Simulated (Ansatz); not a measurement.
# ZrO2: the cost of one run

The runs shown are made with Ansatz 0.2.0. PAW datasets, plane waves. The values are computed, spin-unpolarised, and not measurements.

### 1 Starting point

The unstrained cell was relaxed with r2SCAN; in each strained cell the atoms were relaxed again with r2SCAN. Names of k-points are those of the unstrained zone, where strain can split equivalent points. First state: -2.0 % biaxial strain in x and y, free along z.

Space group P4_2/nmc (No. 137), tetragonal; conventional cell a = 3.529 Å, c = 5.279 Å, 10.96 Å³ an atom. Zr has 4 O at 2.05 Å; O has 2 Zr at 2.05 Å.

The structure in full:

```
Zr O
1.0
     3.52901    0.00000    0.00000
     0.00000    3.52901    0.00000
     0.00000    0.00000    5.27943
Zr O
2 4
Direct
  0.00000 0.00000 0.00000
  0.50000 0.50000 0.50000
  0.00000 0.50000 0.30108
  0.00000 0.50000 0.80108
  0.50000 0.00000 0.69892
  0.50000 0.00000 0.19892
```

From earlier runs on the unstrained cell: PBE 4.06 eV, r2SCAN 4.62 eV, HSE06 5.71 eV, r2SCAN+SOC 4.60 eV; a = 3.601 Å, c = 5.227 Å.

### 2 -2.0 % biaxial strain in x and y, free along z: PBE

The input, input.yaml:

```yaml
crystal:
  lattice:
    - [3.5290079683, 0.0, 0.0]
    - [0.0, 3.5290079683, 0.0]
    - [0.0, 0.0, 5.2794314126]
  atoms:
    - { symbol: Zr, position: [0.0, 0.0, 0.0] }
    - { symbol: Zr, position: [0.5, 0.5, 0.5] }
    - { symbol: O, position: [0.0, 0.5, 0.3010759924] }
    - { symbol: O, position: [0.0, 0.5, 0.8010759924] }
    - { symbol: O, position: [0.5, 0.0, 0.6989240076] }
    - { symbol: O, position: [0.5, 0.0, 0.1989240076] }
kpoints:
  mp_grid: { grid: [8, 8, 6] }
  band_path:
    path:
      - [0.0, 0.0, 0.0]
      - [0.0, 0.5, 0.0]
      - [0.5, 0.5, 0.0]
      - [0.0, 0.0, 0.5]
      - [0.0, 0.5, 0.5]
      - [0.5, 0.5, 0.5]
    npoints: 1
hamiltonian:
  xc: pbe
scf:
  occupations: { method: fermi_dirac, width: 0.02 }
  n_extra_bands: 5
output:
  forces: true
  stress: true
  eigenvalues: true
```

Launch:

```
> ansatz run input.yaml --threads 2 --pin off --max-ram 18432MiB --backend cpu --events-out ev --progress --plain --runs-dir out
```

Q: Estimate wall time and peak memory on 2 threads of AMD EPYC 7R13 (Zen 3), shared host.

About 2.5 s, with a peak of 0.52 GiB.
